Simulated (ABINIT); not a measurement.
Crystal: MgO.

```
CELL_PARAMETERS angstrom
0.00000 2.09700 2.09700
2.09700 0.00000 2.09700
2.09700 2.09700 0.00000
ATOMIC_POSITIONS crystal
Mg 0.00000 0.00000 0.00000
O 0.50000 0.50000 0.50000
```

The cell is a database's computed one.

Base run:

* Program: ABINIT 10.8.3 (patched build)
* Functional: PBE
* Potentials or basis: PseudoDojo NC SR PBE v0.5 standard
* Cutoff: 1034 eV
* k mesh: 8 × 8 × 8
* Occupations: fermi-dirac, width 0.05 eV
* Spin: no spin polarisation

Its results: band gap on the k mesh 4.89 eV, direct; pressure 5.5 GPa.

Question: The run is repeated on the same cell with these changes: functional from PBE to PBEsol; potentials or basis from PseudoDojo NC SR PBE v0.5 standard to PseudoDojo NC SR PBEsol v0.4.1 standard. What comes out?

Answer: Band gap on the k mesh 4.79 eV, direct; pressure 0.9 GPa.

